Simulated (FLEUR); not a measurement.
# Pd (Fm-3m) in FLEUR: further runs

One crystal, Pd, is run at these levels: LDA (von Barth-Hedin); tasks: band structure, equation of state.

Everything below comes from runs of FLEUR MaX-R8.1 (later development tree). Logs are shortened: lines on timing, memory, paths and dates and some standing lists are left out, and cuts for length are marked.

## Step 1: The crystal as given

It takes space group Fm-3m (No. 225, cubic). Conventional cell: a = 3.893 Å, b = 3.893 Å, c = 3.893 Å, α = 90.00°, β = 90.00°, γ = 90.00°. Pd (site symmetry m-3m) has 12 Pd at 2.75 Å as nearest neighbours.

## Step 2: Band structure, LDA (von Barth-Hedin)

inp.xml

```xml
<?xml version="1.0" encoding="UTF-8" standalone="no"?>
<fleurInput fleurInputVersion="0.39">
   <comment>
      Pd                                                                                                  
   </comment>
   <calculationSetup>
      <cutoffs Kmax="4.1" Gmax="12.7" GmaxXC="12.7" numbands="0"/>
      <scfLoop itmax="60" minDistance="0.00001" maxIterBroyd="15" imix="Anderson" alpha="0.05" precondParam="0.0" spinf="2.0" sdNocoIR="T"/>
      <coreElectrons ctail="T" frcor="F" kcrel="0" coretail_lmax="0"/>
      <xcFunctional name="bh" relativisticCorrections="F"/>
      <magnetism jspins="1"/>
      <soc l_soc="F" theta="0.0" phi="0.0" spav="F"/>
      <expertModes spex="0" secvar="F"/>
      <geometryOptimization l_f="F" forcealpha="1.0" forcemix="BFGS" epsdisp="0.00001" epsforce="0.00001"/>
      <ldaU l_linMix="F" mixParam="0.05" spinf="1.0"/>
   </calculationSetup>
   <cell>
      <bzIntegration valenceElectrons="18.0" mode="hist" fermiSmearingEnergy="0.00183747">
         <kPointListSelection listName="default-1"/>
         <!-- k-points included here -->
         <xi:include xmlns:xi="http://www.w3.org/2001/XInclude" href="kpts.xml"> </xi:include>
      </bzIntegration>
      <!-- symmetry operations included here -->
      <xi:include xmlns:xi="http://www.w3.org/2001/XInclude" href="sym.xml"> </xi:include>
      <bulkLattice scale="1.0">
         <bravaisMatrix>
            <row-1>    0.0000000000000000     3.6783519015338997     3.6783519015338997</row-1>
            <row-2>    3.6783519015338997     0.0000000000000000     3.6783519015338997</row-2>
            <row-3>    3.6783519015338997     3.6783519015338997     0.0000000000000000</row-3>
         </bravaisMatrix>
      </bulkLattice>
   </cell>
   <atomSpecies>
      <species name="Palladium (Pd)" element="Pd" atomicNumber="46">
         <mtSphere radius="2.41" gridPoints="797" logIncrement="0.016"/>
         <atomicCutoffs lmax="10" lnonsphr="8"/>
         <electronConfig flipSpins="F">
            <coreConfig>(1s1/2) (2s1/2) (2p1/2) (2p3/2) (3s1/2) (3p1/2) (3p3/2) (3d3/2) (3d5/2)</coreConfig>
            <valenceConfig>(4s1/2) (4p1/2) (4p3/2) (5s1/2) (4d3/2) (4d5/2)</valenceConfig>
            <stateOccupation state="(5s1/2)" spinUp="0.500000" spinDown="0.500000"/>
            <stateOccupation state="(4d3/2)" spinUp="1.800000" spinDown="1.800000"/>
            <stateOccupation state="(4d5/2)" spinUp="2.700000" spinDown="2.700000"/>
         </electronConfig>
         <energyParameters s="5" p="5" d="4" f="4"/>
         <lo type="SCLO" l="0" n="4" eDeriv="0"/>
         <lo type="SCLO" l="1" n="4" eDeriv="0"/>
         <lo type="SCLO" l="1" n="4" eDeriv="1"/>
         <lo type="SCLO" l="2" n="4" eDeriv="2"/>
         <lo type="SCLO" l="3" n="4" eDeriv="2"/>
      </species>
   </atomSpecies>
   <atomGroups>
      <atomGroup species="Palladium (Pd)">
         <relPos label="                   1">.0000000000 .0000000000 .0000000000</relPos>
         <force calculate="T" relaxXYZ="TTT"/>
      </atomGroup>
   </atomGroups>
   <output dos="F" band="F" slice="F">
      <checks vchk="F" cdinf="F"/>
      <bandDOS minEnergy="-.5*Htr" maxEnergy="0.5*Htr" sigma="0.015" storeEVData="T"/>
      <vacuumDOS vacdos="F" integ="F" star="F" nstars="0" locx1="0.0" locy1="0.0" locx2="0.0" locy2="0.0" nstm="0" tworkf="0.0"/>
      <unfoldingBand unfoldBand="F" supercellX="1" supercellY="1" supercellZ="1"/>
      <plotting iplot="0" polar="F">
         <plot TwoD="T" vec1="  1.0  0.0  0.0" vec2="  0.0  1.0  0.0" vec3="  0.0  0.0  1.0" zero="  0.0  0.0  0.0" file="plot"/>
      </plotting>
      <chargeDensitySlicing numkpt="0" minEigenval="0.0" maxEigenval="0.0" nnne="0" pallst="F"/>
      <specialOutput eonly="F"/>
      <moessbauerParams electricFieldGradient="T" isomerShift="T" coreHyperfine="T" valenceHyperfine="T"/>
      <magneticCircularDichroism mcd="F" energyLo="-10.0" energyUp="0.0"/>
   </output>
  <!-- We include the file relax.xml here to enable relaxations (see documentation) -->
  <xi:include xmlns:xi="http://www.w3.org/2001/XInclude" href="relax.xml"> <xi:fallback/> </xi:include>
</fleurInput>
```

crystal.txt

```
Pd
&input cartesian=F /
0.0000000000  1.9465000000  1.9465000000
1.9465000000  0.0000000000  1.9465000000
1.9465000000  1.9465000000  0.0000000000
1.8897261246
1.0 1.0 1.0

1
46 0.0000000000  0.0000000000  0.0000000000

&kpt div1=12 div2=12 div3=12 gamma=T /
```

inp.xml (bands)

```
<?xml version="1.0" encoding="UTF-8" standalone="no"?>
<fleurInput fleurInputVersion="0.39">
   <comment>
      Pd                                                                                                  
   </comment>
   <calculationSetup>
      <cutoffs Kmax="4.1" Gmax="12.7" GmaxXC="12.7" numbands="0"/>
      <scfLoop itmax="60" minDistance="0.00001" maxIterBroyd="15" imix="Anderson" alpha="0.05" precondParam="0.0" spinf="2.0" sdNocoIR="T"/>
      <coreElectrons ctail="T" frcor="F" kcrel="0" coretail_lmax="0"/>
      <xcFunctional name="bh" relativisticCorrections="F"/>
      <magnetism jspins="1"/>
      <soc l_soc="F" theta="0.0" phi="0.0" spav="F"/>
      <expertModes spex="0" secvar="F"/>
      <geometryOptimization l_f="F" forcealpha="1.0" forcemix="BFGS" epsdisp="0.00001" epsforce="0.00001"/>
      <ldaU l_linMix="F" mixParam="0.05" spinf="1.0"/>
   </calculationSetup>
   <cell>
      <bzIntegration valenceElectrons="18.0" mode="hist" fermiSmearingEnergy="0.00183747">
         <kPointListSelection listName="path-1"/>
         <!-- k-points included here -->
         <xi:include xmlns:xi="http://www.w3.org/2001/XInclude" href="kpts.xml"> </xi:include>
      </bzIntegration>
      <!-- symmetry operations included here -->
      <xi:include xmlns:xi="http://www.w3.org/2001/XInclude" href="sym.xml"> </xi:include>
      <bulkLattice scale="1.0">
         <bravaisMatrix>
            <row-1>    0.0000000000000000     3.6783519015338997     3.6783519015338997</row-1>
            <row-2>    3.6783519015338997     0.0000000000000000     3.6783519015338997</row-2>
            <row-3>    3.6783519015338997     3.6783519015338997     0.0000000000000000</row-3>
         </bravaisMatrix>
      </bulkLattice>
   </cell>
   <atomSpecies>
      <species name="Palladium (Pd)" element="Pd" atomicNumber="46">
         <mtSphere radius="2.41" gridPoints="797" logIncrement="0.016"/>
         <atomicCutoffs lmax="10" lnonsphr="8"/>
         <electronConfig flipSpins="F">
            <coreConfig>(1s1/2) (2s1/2) (2p1/2) (2p3/2) (3s1/2) (3p1/2) (3p3/2) (3d3/2) (3d5/2)</coreConfig>
            <valenceConfig>(4s1/2) (4p1/2) (4p3/2) (5s1/2) (4d3/2) (4d5/2)</valenceConfig>
            <stateOccupation state="(5s1/2)" spinUp="0.500000" spinDown="0.500000"/>
            <stateOccupation state="(4d3/2)" spinUp="1.800000" spinDown="1.800000"/>
            <stateOccupation state="(4d5/2)" spinUp="2.700000" spinDown="2.700000"/>
         </electronConfig>
         <energyParameters s="5" p="5" d="4" f="4"/>
         <lo type="SCLO" l="0" n="4" eDeriv="0"/>
         <lo type="SCLO" l="1" n="4" eDeriv="0"/>
         <lo type="SCLO" l="1" n="4" eDeriv="1"/>
         <lo type="SCLO" l="2" n="4" eDeriv="2"/>
         <lo type="SCLO" l="3" n="4" eDeriv="2"/>
      </species>
   </atomSpecies>
   <atomGroups>
      <atomGroup species="Palladium (Pd)">
         <relPos label="                   1">.0000000000 .0000000000 .0000000000</relPos>
         <force calculate="T" relaxXYZ="TTT"/>
      </atomGroup>
   </atomGroups>
   <output dos="F" band="T" slice="F">
      <checks vchk="F" cdinf="F"/>
      <bandDOS minEnergy="-.5*Htr" maxEnergy="0.5*Htr" sigma="0.015" storeEVData="T"/>
      <vacuumDOS vacdos="F" integ="F" star="F" nstars="0" locx1="0.0" locy1="0.0" locx2="0.0" locy2="0.0" nstm="0" tworkf="0.0"/>
      <unfoldingBand unfoldBand="F" supercellX="1" supercellY="1" supercellZ="1"/>
      <plotting iplot="0" polar="F">
         <plot TwoD="T" vec1="  1.0  0.0  0.0" vec2="  0.0  1.0  0.0" vec3="  0.0  0.0  1.0" zero="  0.0  0.0  0.0" file="plot"/>
      </plotting>
      <chargeDensitySlicing numkpt="0" minEigenval="0.0" maxEigenval="0.0" nnne="0" pallst="F"/>
      <specialOutput eonly="F"/>
      <moessbauerParams electricFieldGradient="T" isomerShift="T" coreHyperfine="T" valenceHyperfine="T"/>
      <magneticCircularDichroism mcd="F" energyLo="-10.0" energyUp="0.0"/>
   </output>
  <!-- We include the file relax.xml here to enable relaxations (see documentation) -->
  <xi:include xmlns:xi="http://www.w3.org/2001/XInclude" href="relax.xml"> <xi:fallback/> </xi:include>
</fleurInput>
```

Potentials or basis: all-electron, FLAPW.

The run is started by

```sh
> inpgen -f crystal.txt -profile fastHighL
> # inp.xml edited to the form shown
> fleur_MPI
> fleur_MPI   # second run, on inp.xml (bands)
```

What it wrote:

```text
Welcome to FLEUR        (www.flapw.de)
      MaX-Release 8.1          (www.max-centre.eu)

 ========== k-point set info ==========
 Selected k-point list: default-1
 k-point list type: mesh
 12 x 12 x 12
 Number of k points: 72

 ------------Calculation Setup---------------------------
 Number of MPI-tasks      :            1
 Number of PE/node        :            1
 Number of OMP-threads    :            1
 Most efficient MPI parallelization for:
           1           2           3           4           6           8           9          12          18          24          36          72
 Additional eigenvalue parallelization possible
 Number of basis functions:          160
 Approximate size of matrices (H+S) per k-point:         0.000 GB
 --------------------------------------------------------
 Iteration:     1   Distance:      14.51042467 me/bohr^3
 Iteration:     2   Distance:      12.45451749 me/bohr^3
 Iteration:     3   Distance:       4.58072359 me/bohr^3
 Iteration:     4   Distance:       3.88466913 me/bohr^3
 Iteration:     5   Distance:       0.99566432 me/bohr^3
 Iteration:     6   Distance:       0.91242816 me/bohr^3
 Iteration:     7   Distance:       0.25115931 me/bohr^3
 Iteration:     8   Distance:       0.07495793 me/bohr^3
 Iteration:     9   Distance:       0.00280182 me/bohr^3
 Iteration:    10   Distance:       0.00235885 me/bohr^3
 Iteration:    11   Distance:       0.00113005 me/bohr^3
 Iteration:    12   Distance:       0.00003571 me/bohr^3
 Iteration:    13   Distance:       0.00003524 me/bohr^3
 Iteration:    14   Distance:       0.00000045 me/bohr^3

 ********************************************************************
 Run finished successfully
 Stop message:
   all done
 ********************************************************************
```

output (bands):

```text
Welcome to FLEUR        (www.flapw.de)
      MaX-Release 8.1          (www.max-centre.eu)

 ========== k-point set info ==========
 Selected k-point list: path-1
 k-point list type: path
 Number of k points: 60

 ------------Calculation Setup---------------------------
 Number of MPI-tasks      :            1
 Number of PE/node        :            1
 Number of OMP-threads    :            1
 Most efficient MPI parallelization for:
           1           2           3           4           5           6          10          12          15          20          30          60
 Additional eigenvalue parallelization possible
 Number of basis functions:          160
 Approximate size of matrices (H+S) per k-point:         0.000 GB
 --------------------------------------------------------
 Fermi energy correction for metals:
 Fermi energy in bands.* files may not be consistent with last density.
 Please correct it manually (e.g. in band.gnu file).

 Note: Band structure data (together with different weights) is also stored in the banddos.hdf file.
       A convenient way of extracting and plotting the data from that file is by making use of the

 ********************************************************************
 Run finished successfully
 Stop message:
   Charge density postprocessing done.
 ********************************************************************
```

out.xml (last iteration):

```text
<iteration numberForCurrentRun="   14" overallNumber="   14">
         <energyParameters units="Htr">
            <atomicEP atomType="1" spin="1" branch="5s" branchLowest="-2.70" branchHighest="1.93" value="0.2681381960"/>
            <atomicEP atomType="1" spin="1" branch="5p" branchLowest="-1.42" branchHighest="2.63" value="0.4038792955"/>
            <atomicEP atomType="1" spin="1" branch="4d" branchLowest="-11.55" branchHighest="0.50" value="0.2900647692"/>
            <atomicEP atomType="1" spin="1" branch="4f" branchLowest="-9.99" branchHighest="2.46" value="0.7009709042"/>
            <loAtomicEP atomType="1" spin="1" branch="4s" branchLowest="-22.90" branchHighest="-2.70" value="-2.7054674101"/>
            <loAtomicEP atomType="1" spin="1" branch="4p" branchLowest="-18.52" branchHighest="-1.42" value="-1.4528431736"/>
            <loAtomicEP atomType="1" spin="1" branch="4p" branchLowest="-18.52" branchHighest="-1.42" value="-1.4528431736"/>
            <loAtomicEP atomType="1" spin="1" branch="4d" branchLowest="-11.55" branchHighest="0.50" value="0.2848386420"/>
            <loAtomicEP atomType="1" spin="1" branch="4f" branchLowest="-9.99" branchHighest="2.46" value="0.7009730840"/>
         </energyParameters>
         <eigenvalues>
            <eigenvaluesAt spin="1" ikpt="1" k_x="0.00000000" k_y="0.00000000" k_z="0.00000000">
                      -2.7074767257       -1.4418124001       -1.4418124001       -1.4418124001        0.1111788037
                       0.2724135424        0.2724135424        0.2724135424        0.3330001740        0.3330001740
                       1.0022713085        1.1731922979        1.1731922979        1.1731922979        1.3841359707
            </eigenvaluesAt>
            <eigenvaluesAt spin="1" ikpt="2" k_x="0.00000000" k_y="0.00000000" k_z="0.08333333">
                      -2.7073421684       -1.4428580412       -1.4419606703       -1.4419606703        0.1204072660
                       0.2692166320        0.2755653193        0.2755653193        0.3315474102        0.3315474102
                       1.0117020740        1.1219696376        1.1839554238        1.1839554238        1.4043916402
            </eigenvaluesAt>
            <eigenvaluesAt spin="1" ikpt="3" k_x="0.00000000" k_y="0.00000000" k_z="0.16666667">
                      -2.7069739295       -1.4456990493       -1.4423667868       -1.4423667868        0.1454210363
                       0.2636605098        0.2819727502        0.2819727502        0.3305365012        0.3305365012
                       1.0071564696        1.0507067145        1.2122750830        1.2122750830        1.3382505685
            </eigenvaluesAt>
[... 24 lines left out ...]
            <state n="3" l="2" j="1.5" energy="-11.6694227484" weight="2.0000000000"/>
            <state n="3" l="2" j="2.5" energy="-11.4658441139" weight="3.0000000000"/>
         </coreStates>
         <allElectronCharges>
            <spinDependentCharge spin="1" total="46.0000000" interstitial="1.3932526" mtSpheres="44.6067474"/>
            <totalCharge value="45.9999999988"/>
         </allElectronCharges>
         <moessbauerParams unitsHFF="kG" unitsIS="e/bohr^3" unitsEFG="Htr/bohr^2">
            <coreIsomerShift atomType="1" isTotal="133745.86707">
               <shell n="1" l="0" isomerShift="117584.27642"/>
               <shell n="2" l="0" isomerShift="13349.03745"/>
               <shell n="2" l="1" isomerShift="266.02432"/>
               <shell n="3" l="0" isomerShift="2493.36568"/>
               <shell n="3" l="1" isomerShift="53.16320"/>
               <shell n="3" l="2" isomerShift="0.00001"/>
            </coreIsomerShift>
            <isomerShift atomType="1" nucleusRadius="0.0001119" averageDensity="134234.84205"/>
            <electricFieldGradient atomType="1" VXX="0.00000" VYY="0.00000" VZZ="0.00000" asymParam="0.00000">
            </electricFieldGradient>
         </moessbauerParams>
         <totalEnergy                                    value="    -5043.1028854116" units="Htr">
            <sumOfEigenvalues                            value="    -3008.7659489334">
               <coreElectrons value="-2997.4746980670"/>
               <valenceElectrons value="-11.2912508664"/>
            </sumOfEigenvalues>
            <densityCoulombPotentialIntegral value="-8087.7593630968"/>
            <densityEffectivePotentialIntegral value="-8273.3351296537"/>
            <chargeDenXCDenIntegral value="-140.1798272938"/>
            <FockExchangeEnergyValence value="0.0000000000"/>
            <FockExchangeEnergyCore value="0.0000000000"/>
            <atomTypeDependentContributions atomType="1">
               <electronNucleiInteractionDifferentMTs value="6100.6893701297"/>
               <MadelungTerm value="-22.9231871599"/>
            </atomTypeDependentContributions>
            <tkbTimesEntropy value="0.0007174558"/>
            <freeEnergy value="-5043.1036028674"/>
            <extrapolationTo0K value="-5043.1032441395"/>
         </totalEnergy>
         <densityConvergence units="me/bohr^3">
            <chargeDensity spin="1" distance="0.0000004524"/>
         </densityConvergence>
      </iteration>
```

Wall time 11 s (1 thread of Arm Neoverse V1, shared host); peak memory 0.04 GiB.

Results:

```
Free energy                                           : -137229.8400 eV
Band gap along the path                               : none (metal or under the smearing width)
Valence electrons inside the program's atomic spheres : Pd 16.61 (radii Pd 2.41 bohr)
```

Levels at the corners of the path, in eV from the Fermi level:
```
point  band 6  band 7  band 8  band 9  band 10  band 11  band 12  band 13
    Γ   -2.86   -2.86   -2.86   -1.21    -1.21    17.00    21.65    21.65
    X   -5.14   -0.02    0.31    0.31     3.26    10.70    13.05    13.05
    W   -3.41   -3.41   -1.31    0.31     8.84     8.84    10.22    11.63
    K   -4.17   -1.99   -0.93   -0.15     7.06     8.00    10.77    15.76
    Γ   -2.86   -2.86   -2.86   -1.21    -1.21    17.00    21.65    21.65
    L   -2.89   -2.89    0.00    0.00     0.96     7.24    16.42    20.78
    U   -4.17   -1.99   -0.93   -0.15     7.06     8.00    10.77    15.76
    W   -3.41   -3.41   -1.31    0.31     8.84     8.84    10.22    11.63
    L   -2.89   -2.89    0.00    0.00     0.96     7.24    16.42    20.78
    K   -4.17   -1.99   -0.93   -0.15     7.06     8.00    10.77    15.76
    U   -4.17   -1.99   -0.93   -0.15     7.06     8.00    10.77    15.76
    X   -5.14   -0.02    0.31    0.31     3.26    10.70    13.05    13.05
```

Core levels (eV from the Fermi level):
| atom | levels |
| --- | --- |
| 1 Pd | 1s1/2 -24120.8, 2s1/2 -3520.8, 2p1/2 -3267.7, 2p3/2 -3108.5, 3s1/2 -633.3, 3p1/2 -533.3, 3p3/2 -505.6, 3d3/2 -327.8, 3d5/2 -322.3 |

(Continued in part 2 of 2.)
